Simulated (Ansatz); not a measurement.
# Rh (hcp type): the cost of one run

Program: Ansatz 0.2.0. Level of theory: DFT PBE, with the methods named in each step. These are calculated values, not measurements.

## (1) The system as given

Symmetry: P6_3/mmc, No. 194, hexagonal system. The conventional cell has a = 2.716 Å, b = 2.716 Å, c = 4.399 Å, α = 90.00°, β = 90.00°, γ = 120.00°. Around Rh (site symmetry -6m2) lie 12 Rh at 2.70 to 2.72 Å.

Coordinates:

```
Rh
1.0
     2.71573    0.00000    0.00000
    -1.35787    2.35189    0.00000
     0.00000    0.00000    4.39949
Rh
2
Direct
  0.33333 0.66667 0.25000
  0.66667 0.33333 0.75000
```

Whether this phase is the stable one at these pressures isn't tested.

Atoms are numbered in the order of the input: Rh1, Rh2.

## (2) Cell relaxed at zero pressure, PAW

The input, input.yaml:

```yaml
crystal:
  lattice:
    - [2.7157318845, 0.0, 0.0]
    - [-1.3578659422, 2.3518928018, 0.0]
    - [0.0, 0.0, 4.3994856529]
  atoms:
    - { symbol: Rh, position: [0.3333333333, 0.6666666667, 0.25] }
    - { symbol: Rh, position: [0.6666666667, 0.3333333333, 0.75] }
kpoints:
  mp_grid: { grid: [18, 18, 10] }
scf:
  occupations: { method: fermi_dirac, width: 0.1 }
hamiltonian:
  xc: pbe
  pseudopotentials: { kind: paw }
output:
  forces: true
  stress: true
relax:
  f_tol: 0.005
  max_steps: 40
  cell: {}
```

The run is started by

```
> ansatz run input.yaml --threads 1 --pin off --max-ram 2048MiB --backend cpu --events-out ev --progress --plain --runs-dir out
```

**Question.** How long does this run take on 1 thread of Arm Neoverse V1, shared host, and how much memory does it need?

About 30 s, with a peak of 0.38 GiB.
